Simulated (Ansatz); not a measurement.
SrO (NiAs-type structure)

Method: PBEsol, scalar-relativistic; no spin polarisation; PAW, 420 eV, 10×10×6 k-mesh, Gaussian smearing of 0.05 eV; code Ansatz. The datasets are Ansatz's generated set soft_2.

```cif
data_structure
_symmetry_space_group_name_H-M 'P6_3/mmc'
_symmetry_Int_Tables_number 194
_cell_length_a 3.5366
_cell_length_b 3.5366
_cell_length_c 6.2130
_cell_angle_alpha 90.000
_cell_angle_beta 90.000
_cell_angle_gamma 120.000
_cell_volume 67.30
loop_
_atom_site_label
_atom_site_type_symbol
_atom_site_symmetry_multiplicity
_atom_site_Wyckoff_symbol
_atom_site_fract_x
_atom_site_fract_y
_atom_site_fract_z
_atom_site_occupancy
Sr1 Sr 2 a 0.00000 0.00000 0.00000 1
O1 O 2 c 0.33333 0.66667 0.25000 1
```

The start was a prototype's sites filled with these elements. The Crystallography Open Database lists the compound in space group Fm-3m (rock salt), so this is a trial structure.

The cell above was scaled in volume, and shape and atoms were relaxed at each volume within its symmetry. Energies are counted from the cell above.

The cell is relaxed to zero pressure at this level.

| V (Å³/atom) | ΔE (meV/atom) | P (GPa) | gap on the mesh (eV) |
| --- | --- | --- | --- |
| 16.15 | 8.1 | 4.0 | 3.43 |
| 16.49 | ? | ? | ? |
| 16.82 | 0.0 | 0.0 | 3.38 |
| 17.16 | 1.8 | -1.7 | 3.33 |
| 17.50 | 7.0 | -3.2 | 3.27 |

Q: Fill in the withheld row.

A: ΔE (meV/atom): 1.9, P (GPa): 1.9, gap on the mesh (eV): 3.42.

Q: What do the points give for the equilibrium volume, the bulk modulus and its pressure derivative (third-order Birch–Murnaghan)?

A: V0 = 16.83 Å³/atom, B0 = 90 GPa, B0′ = 4.2.

B0·V0 = 89.8 GPa × 16.83 Å³ = 9.43 eV/atom sets the scale: near the minimum ΔE ≈ ½ B0 V0 x², with x = V/V0 − 1, and a pressure of 0.9 GPa squeezes the volume by about 1 %. At the ends of the curve: x = −4.0 % predicts 7.6 meV/atom and the run gives 8.1; x = +4.0 % predicts 7.5 meV/atom and the run gives 7.0. The lopsidedness is anharmonic: atoms resist being pushed together more than being pulled apart.

Semilocal functionals underestimate band gaps, commonly by a third or more.
